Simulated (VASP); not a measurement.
## ZrSe2: relaxation of the atoms with PBE

Slab: ZrSe2, a slab with vacuum.

```
Se Zr
1.0
     3.79800    0.00000    0.00000
    -1.89900    3.28916    0.00000
     0.00000    0.00000   12.09600
Se Zr
2 1
Direct
  0.66667 0.33333 0.37202
  0.33333 0.66667 0.62798
  0.00000 0.00000 0.50000
```

```yaml
Program: VASP 6.6.1
Task: relaxation of the atoms
Functional: PBE
Potentials_or_basis: VASP PAW PBE potentials, release 64 (Se, Zr_sv)
Cutoff: 520 eV
k_mesh: 12 × 12 × 1
Occupations: gaussian, width 0.05 eV
Spin: no spin polarisation
Vacuum_Å: 9
Dipole_correction: yes
Further_INCAR_settings: ALGO = Fast; EDIFF = 1e-07; IBRION = 2; EDIFFG = -0.003; NSW = 100
```

The energy gained by relaxing is 4.3 meV/atom. The ionic steps are 4 and the band gap on the k mesh is 0.50 eV, indirect (least direct gap 1.13 eV).

Step by step:
| step | energy change (eV) | largest force (eV/Å) | pressure (GPa) |
| --- | --- | --- | --- |
| 1 | 0.0000 | 0.3618 | 0.87 |
| 2 | -0.0095 | 0.1864 | 0.45 |
| 3 | -0.0130 | 0.0066 | 0.00 |
| 4 | -0.0130 | 0.0007 | 0.02 |

Final structure:
```
CELL_PARAMETERS angstrom
3.79800 0.00000 0.00000
-1.89900 3.28916 0.00000
0.00000 0.00000 12.09600
ATOMIC_POSITIONS crystal
Se 0.66667 0.33333 0.36902
Se 0.33333 0.66667 0.63098
Zr 0.00000 0.00000 0.50000
```

Levels at points of the mesh, in eV from the valence-band top:
| k point | band 10 | band 11 | band 12 | band 13 | band 14 | band 15 |
| --- | --- | --- | --- | --- | --- | --- |
| (0.00, 0.00, 0.00) | -1.11 | 0.00 | 0.00 | 1.13 | 1.13 | 1.70 |
| (0.50, 0.00, 0.00) | -2.41 | -1.48 | -1.05 | 0.50 | 2.59 | 2.94 |

Wall time 2.4 min on 1 thread of Intel(R) Xeon(R) 6975P-C (Granite Rapids) (shared host), peak memory 0.28 GiB.

A hybrid or GW would open this gap; PBE tends to underestimate it.
